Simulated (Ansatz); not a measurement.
Input and command of a plane-wave DFT calculation in Ansatz:

```yaml
crystal:
  lattice:
    - [3.3739159071, 0.0, 0.0]
    - [0.0, 3.3739159071, 0.0]
    - [0.0, 0.0, 4.4223567397]
  atoms:
    - { symbol: Al, position: [0.5, 0.5, 0.5] }
    - { symbol: Ga, position: [0.0, 0.0, 0.0] }
    - { symbol: "N", position: [0.5, 0.0, 0.7390831718] }
    - { symbol: "N", position: [0.0, 0.5, 0.2609168282] }
basis:
  ecutwfc: 500
kpoints:
  mp_grid: { grid: [8, 8, 6] }
hamiltonian:
  xc: r2scan
scf:
  occupations: { method: gaussian, width: 0.05 }
output:
  forces: true
  stress: true
  eigenvalues: true
```

```bash
ansatz run input.yaml --threads 1 --pin off --max-ram 2560MiB --backend cpu --events-out ev --progress --plain --runs-dir out
```

Processor: Intel(R) Xeon(R) Processor @ 2.50GHz (Skylake/Cascade Lake), 1 thread, on a host shared with other jobs.

Question: How long does it run, and how much memory does it take?

Answer: About 29 s on 1 thread of Intel(R) Xeon(R) Processor @ 2.50GHz (Skylake/Cascade Lake) (shared host), peak memory 0.49 GiB. It solves 17 bands at 60 k points (the mesh reduced by the symmetry that the task leaves, which can be less than the crystal's) with about 1257 plane waves, in 8 SCF iterations.
